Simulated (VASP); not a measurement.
Write the native input for VASP 6.6.1 that does the following.

```
Task                   : single point
Functional             : LDA
Potentials or basis    : VASP PAW LDA potentials, release 64 (Ta_pv, N)
Cutoff                 : 520 eV
k mesh                 : 7 × 7 × 4
Occupations            : gaussian, width 0.05 eV
Spin                   : collinear spin, zero start
Starting moments       : [0.0, 0.0, 0.0, 0.0] μB
Hubbard terms          : Ta d U = 1.0 eV
Dipole correction      : no
Further INCAR settings : ALGO = Normal; EDIFF = 1e-06; NBANDS = 28
```

The structure of TaN lies in POSCAR:

```
TaN
1.0
    3.0480018400      0.0000000000      0.0000000000
   -1.5240009200      2.6396470300      0.0000000000
    0.0000000000      0.0000000000      4.9179997800
Ta N
2 2
Direct
    0.0000000000      0.0000000000      0.0000000000
    0.0000000000      0.0000000000      0.5000000000
    0.3333333333      0.6666666667      0.2500000000
    0.6666666667      0.3333333333      0.7500000000
```

These files were run (other wordings do the same):

INCAR

```
PREC     = Accurate       # precision mode
ENCUT    = 520            # plane-wave cutoff, eV
EDIFF    = 1E-6           # SCF threshold, eV
ISMEAR   = 0              # smearing method
SIGMA    = 0.05           # smearing width, eV
LREAL    = False          # projectors in reciprocal space
LASPH    = True           # aspherical terms in the spheres
NELM     = 150            # most SCF steps
ALGO     = Normal         # electronic algorithm
ISIF     = 2              # what is computed and relaxed
LWAVE    = False          # write WAVECAR
LCHARG   = False          # write CHGCAR
ISPIN    = 2              # spin polarisation
MAGMOM   = 0 0 0 0        # initial moments
LORBIT   = 11             # projections on sites
LMAXMIX  = 4              # l up to which the mixer works
LDAU     = True           # DFT+U
LDAUTYPE = 2            
LDAUL    = 2 -1           # shell
LDAUU    = 1 0            # U, eV
LDAUJ    = 0 0          
LDAUPRINT= 1            
NBANDS   = 28             # bands
```

KPOINTS

```
regular mesh
0
Gamma
  7 7 4
```

Potentials or basis: VASP PAW LDA potentials, release 64 (Ta_pv, N).

Command:

```sh
$ cat potpaw_LDA.64/Ta_pv/POTCAR potpaw_LDA.64/N/POTCAR > POTCAR
$ mpirun -np 1 vasp_std > vasp.out
```

Results of the run:

- Pressure: 47.0 GPa
- Band gap on the k mesh: none (metal or under the smearing width)
- Net moment: 0.00 μB per cell
- Valence electrons inside the program's atomic spheres: Ta 9.35; N 3.79

Caveat: a pressure of tens of GPa on the cell as given is suspect, and the run, the potentials or the cell itself is likely at fault.

Wall time 18 s on 1 thread of Intel(R) Xeon(R) 6975P-C (Granite Rapids), on a shared host, peak memory 0.17 GiB.
